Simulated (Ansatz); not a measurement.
# Mercury, alpha-Hg (rhombohedral) under r²SCAN: how the Fermi-Dirac smearing moves the result

A convergence test of the Fermi-Dirac smearing width. The geometry was relaxed under r²SCAN beforehand and stays fixed; 6 values are run, from 0.01 to 1.0 eV. Wanted are the values from which on the energy stays within 10 and 1 meV/atom, and the pressure within 0.5 GPa, of the narrowest run. Within the series other settings stay, but some runs also write fields, which adds to their time. Spin polarisation is left out.

Method: DFT r²SCAN, plane waves with PAW, scalar-relativistic, in Ansatz 0.2.0.

### Step 1. The starting structure

It takes space group R-3m (No. 166, trigonal). The conventional cell has a = 3.756 Å, b = 3.756 Å, c = 6.464 Å, α = 90.00°, β = 90.00°, γ = 120.00°. Hg (site symmetry -3m) has 6 Hg at 3.06 Å as nearest neighbours.

As a file:

```
Hg
1.0
     1.87786    1.08418    2.15473
    -1.87786    1.08418    2.15473
     0.00000   -2.16837    2.15473
Hg
1
Direct
  0.00000 0.00000 0.00000
```

### Step 2. Run at 0.01 eV

The run at 0.01 eV.

Contents of input.yaml:

```yaml
crystal:
  lattice:
    - [1.8778599936, 1.0841829728, 2.1547276236]
    - [-1.8778599936, 1.0841829728, 2.1547276236]
    - [0.0, -2.1683659456, 2.1547276235]
  atoms:
    - { symbol: Hg, position: [0.0, 0.0, 0.0] }
hamiltonian:
  xc: r2scan
  pseudopotentials:
    kind: paw
    azcp:
      Hg: "pseudopotentials/Hg.paw.azcp"
basis:
  ecutwfc: 500
  fft_grid_basis: typed
kpoints:
  mp_grid: { grid: [11, 11, 11], shift: [0, 0, 0] }
magnetization:
  spin_polarized: false
scf:
  occupations: { method: fermi_dirac, width: 0.01 }
  lower_state_search: "off"
output:
  stress: true
```

Launch:

```bash
> ansatz run input.yaml --threads 2 --pin off --max-ram 5120MiB --backend cpu --events-out ev --progress --plain --runs-dir out
```

### Step 3. Run at 0.03 eV

The run at 0.03 eV.

Changes to input.yaml since step 2:

```diff
@@ -21,3 +21,3 @@
 scf:
-  occupations: { method: fermi_dirac, width: 0.01 }
+  occupations: { method: fermi_dirac, width: 0.03 }
   lower_state_search: "off"
```

### Step 4. Run at 0.2 eV

The run at 0.2 eV.

Changes to input.yaml since step 3:

```diff
@@ -21,3 +21,3 @@
 scf:
-  occupations: { method: fermi_dirac, width: 0.03 }
+  occupations: { method: fermi_dirac, width: 0.2 }
   lower_state_search: "off"
```

### Step 5. Run at 0.3 eV

The run at 0.3 eV.

Changes to input.yaml since step 4:

```diff
@@ -21,3 +21,3 @@
 scf:
-  occupations: { method: fermi_dirac, width: 0.2 }
+  occupations: { method: fermi_dirac, width: 0.3 }
   lower_state_search: "off"
```

### Step 6. Run at 0.6 eV

The run at 0.6 eV.

Changes to input.yaml since step 5:

```diff
@@ -21,3 +21,3 @@
 scf:
-  occupations: { method: fermi_dirac, width: 0.3 }
+  occupations: { method: fermi_dirac, width: 0.6 }
   lower_state_search: "off"
@@ -25 +25,5 @@
   stress: true
+  write_density: true
+  write_potential: true
+  elf: true
+  volumetric_format: npy
```

### Step 7. Run at 1.0 eV

The run at 1.0 eV.

Changes to input.yaml since step 6:

```diff
@@ -21,3 +21,3 @@
 scf:
-  occupations: { method: fermi_dirac, width: 0.6 }
+  occupations: { method: fermi_dirac, width: 1.0 }
   lower_state_search: "off"
```

(Steps that only read results are left out.)

Q: Predict the outcome of this session.

As calculated:

| quantity | value |
| --- | --- |
| E(σ → 0) stays within 10 meV/atom of 0.01 eV | up to 0.6 eV |
| E(σ → 0) stays within 1 meV/atom | up to 0.2 eV |
| pressure stays within 0.5 GPa | up to 0.6 eV |
| pressure at 0.01 eV | 0.12 GPa |
| energy of a separate run on a finer mesh (18×18×18) | +1.6 meV/atom from 0.01 eV |

What this shows: The far end, 1.0 eV, lies +52.8 meV/atom and +0.6 GPa from the yardstick. Over the range F shifts by -522.6 meV/atom, while E(σ → 0) shifts by +52.8. With this scheme F falls about as the square of the width. The mesh (11×11×11) is fixed, so the narrowest widths carry a k-point error of their own. The yardstick itself is unsettled by 1.6 meV/atom against the finer mesh, so the thresholds above hold only within this series, and wider smearing, which averages over more states, can land nearer the fine-mesh value than the narrowest does.
